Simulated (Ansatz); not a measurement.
# TaS2: the cost of one run

Program: Ansatz 0.2.0. Level of theory: DFT LDA, scalar-relativistic, plane waves, PAW. These are calculated values, not measurements.

### Step 1. Starting point

It takes space group P-3m1 (No. 164, trigonal). The conventional cell has a = 3.382 Å, b = 3.382 Å, c = 38.952 Å, α = 90.00°, β = 90.00°, γ = 120.00°. Around S (site symmetry 3m) lie 3 Ta at 2.47 Å. Ta (site symmetry 3m) is surrounded by 6 S at 2.47 Å.

Structure file:

```cif
data_structure
_symmetry_space_group_name_H-M 'P 1'
_symmetry_Int_Tables_number 1
_cell_length_a 3.3818
_cell_length_b 3.3818
_cell_length_c 38.9525
_cell_angle_alpha 90.000
_cell_angle_beta 90.000
_cell_angle_gamma 120.000
_cell_volume 385.80
loop_
_atom_site_label
_atom_site_type_symbol
_atom_site_fract_x
_atom_site_fract_y
_atom_site_fract_z
_atom_site_occupancy
S1 S 0.00000 0.00000 0.21821 1
Ta1 Ta 0.66667 0.33333 0.25713 1
S2 S 0.33333 0.66667 0.29601 1
S3 S 0.00000 0.00000 0.37960 1
Ta2 Ta 0.66667 0.33333 0.41848 1
S4 S 0.33333 0.66667 0.45739 1
S5 S 0.66667 0.33333 0.54261 1
Ta3 Ta 0.33333 0.66667 0.58152 1
S6 S 0.00000 0.00000 0.62040 1
S7 S 0.66667 0.33333 0.70399 1
Ta4 Ta 0.33333 0.66667 0.74287 1
S8 S 0.00000 0.00000 0.78179 1
```

Slab cut from the bulk at the bulk's listed lattice constants, lower half held.

### Step 2. Relaxing the atoms

input.yaml reads:

```yaml
crystal:
  lattice:
    - [3.38181247, 0.0, 0.0]
    - [-1.69090623, 2.92873551, 0.0]
    - [0.0, 0.0, 38.9524970781]
  atoms:
    - { symbol: S, position: [0.0, 0.0, 0.2182145084] }
    - { symbol: Ta, position: [0.66666667, 0.33333333, 0.2571255406] }
    - { symbol: S, position: [0.33333333, 0.66666667, 0.2960086027] }
    - { symbol: S, position: [0.0, 0.0, 0.3796006481] }
    - { symbol: Ta, position: [0.66666667, 0.33333333, 0.4184837102] }
    - { symbol: S, position: [0.33333333, 0.66666667, 0.4573947424] }
    - { symbol: S, position: [0.66666667, 0.33333333, 0.5426052576] }
    - { symbol: Ta, position: [0.33333333, 0.66666667, 0.5815162898] }
    - { symbol: S, position: [0.0, 0.0, 0.6203993519] }
    - { symbol: S, position: [0.66666667, 0.33333333, 0.7039913973] }
    - { symbol: Ta, position: [0.33333333, 0.66666667, 0.7428744594] }
    - { symbol: S, position: [0.0, 0.0, 0.7817854916] }
basis:
  ecutwfc: 420.0
  fft_grid_basis: typed
kpoints:
  mp_grid: { grid: [9, 9, 1] }
hamiltonian:
  xc: lda
  pseudopotentials: { kind: paw }
scf:
  occupations: { method: gaussian, width: 0.05 }
output:
  forces: true
  eigenvalues: true
efield:
  axis: 3
  dipole_correction: true
  ramp_width: 0.04
relax:
  adjacent_minimum: "off"
  f_tol: 0.04
  max_steps: 40
  constraints: [{ sites: [0, 1, 2, 3, 4, 5] }]
```

Command:

```console
$ ansatz run input.yaml --threads 1 --pin off --max-ram 2211MiB --backend cpu --events-out ev --progress --plain --runs-dir out
```

**Question.** How long does this run take on 1 thread of Arm Neoverse N1, shared host, and how much memory does it need?

About 7.2 min, with a peak of 0.58 GiB.
